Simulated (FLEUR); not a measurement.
The system is ZnS.

```
CELL_PARAMETERS angstrom
0.00000 2.70200 2.70200
2.70200 0.00000 2.70200
2.70200 2.70200 0.00000
ATOMIC_POSITIONS crystal
Zn 0.75000 0.75000 0.75000
S 0.00000 0.00000 0.00000
```

Base run:

| Item | Value |
| --- | --- |
| Program | FLEUR MaX-R8.1 (later development tree) |
| Functional | PBE |
| Potentials or basis | all-electron |
| Basis | FLAPW |
| Kmax | 5.27 1/bohr |
| k mesh | 9 × 9 × 9 |
| Occupations | fermi-dirac, width 0.05 eV |
| Spin | no spin polarisation |

Its results: band gap on the k mesh 2.11 eV, direct.

Question: The run is repeated on the same cell with these changes: functional from PBE to PBEsol. What comes out?

Answer: Band gap on the k mesh 1.98 eV, direct.

Caveats: an odd mesh through Γ misses points on the zone boundary, where band edges often lie.

Not every run made on this cell is shown here.
